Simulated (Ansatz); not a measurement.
**Pressure series in AlSb**

Consider AlSb in the zinc blende structure (space group F-43m, No. 216; a = 6.1775 Å).

Cell and atoms are relaxed at each pressure.

Computed with DFT with r2SCAN, PAW potentials and a 500 eV plane-wave cutoff in Ansatz (an electronic-structure program), no SOC, earlier PAW set.

Two rows of this table had their results exchanged by mistake.

| pressure | volume per atom (Å³) | shortest distance (Å) | band gap |
|---|---|---|---|
| pressure −2 GPa | 22.02 | 2.427 | 0.89 eV |
| pressure −1 GPa | 30.04 | 2.692 | 1.53 eV |
| pressure 0.9 GPa | 29.02 | 2.661 | 1.49 eV |
| pressure 2.1 GPa | 28.46 | 2.644 | 1.46 eV |
| pressure 4.5 GPa | 27.49 | 2.614 | 1.40 eV |
| pressure 9 GPa | 26.03 | 2.567 | 1.30 eV |
| pressure 15 GPa | 24.55 | 2.517 | 1.17 eV |
| pressure 22.5 GPa | 23.13 | 2.468 | 1.02 eV |
| pressure 30 GPa | 30.66 | 2.710 | 1.55 eV |

### Question
Which two?

### Answer
The rows for pressure −2 GPa and pressure 30 GPa: the volume has to fall steadily with pressure, so 30.66 Å³ belongs to pressure −2 GPa and 22.02 Å³ to pressure 30 GPa.

With Sb present, leaving out spin-orbit coupling can change the band edges. Load acts through the strain it causes; cell and atoms are relaxed under it. Stability against distortions was not tested. Measured, AlSb leaves this structure (for a Cmcm phase) near 8.1 GPa (temperature not stated; as listed in Datta, Sujoy, Jana, Debnarayan, arXiv (2020)), on rising pressure, with hysteresis.
